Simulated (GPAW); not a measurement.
## PbS (Galena): single point with PBE

PbS (Galena):

```
Pb S
1.0
     0.00000    2.96575    2.96575
     2.96575    0.00000    2.96575
     2.96575    2.96575    0.00000
Pb S
1 1
Direct
  0.00000 0.00000 0.00000
  0.50000 0.50000 0.50000
```

```yaml
Program: GPAW 26.7.0
Task: single point
Functional: PBE
Potentials_or_basis: GPAW PAW data sets (gpaw-data 1.2.1)
Cutoff: 600 eV
Basis: pw
k_mesh: 12 × 12 × 12
Occupations: fermi-dirac, width 0.05 eV
Spin: no spin polarisation
Maxiter: 100
```

| Property | Result |
| --- | --- |
| Pressure | 2.0 GPa |
| Band gap on the k mesh | 0.31 eV, direct |

Levels at points of the mesh, in eV from the valence-band top:
```tsv
k point	band 7	band 8	band 9	band 10	band 11	band 12	band 13	band 14
(0.00, 0.00, 0.00)	-6.01	-2.22	-2.22	-2.22	5.14	5.14	5.14	6.66
(0.50, 0.50, 0.00)	-7.16	-5.25	-3.49	-3.49	3.82	5.52	5.62	5.62
(0.50, 0.50, 0.50)	-8.83	-1.82	-1.82	0.00	0.31	1.89	1.89	8.63
```

Wall time 29 s on 1 thread of Intel(R) Xeon(R) Platinum 8488C (Sapphire Rapids), on a shared host, peak memory 0.21 GiB.

Caveat: spin-orbit coupling is left out, which as a rule narrows the gap of such compounds by several tenths of an eV. A k mesh can miss the band edges.
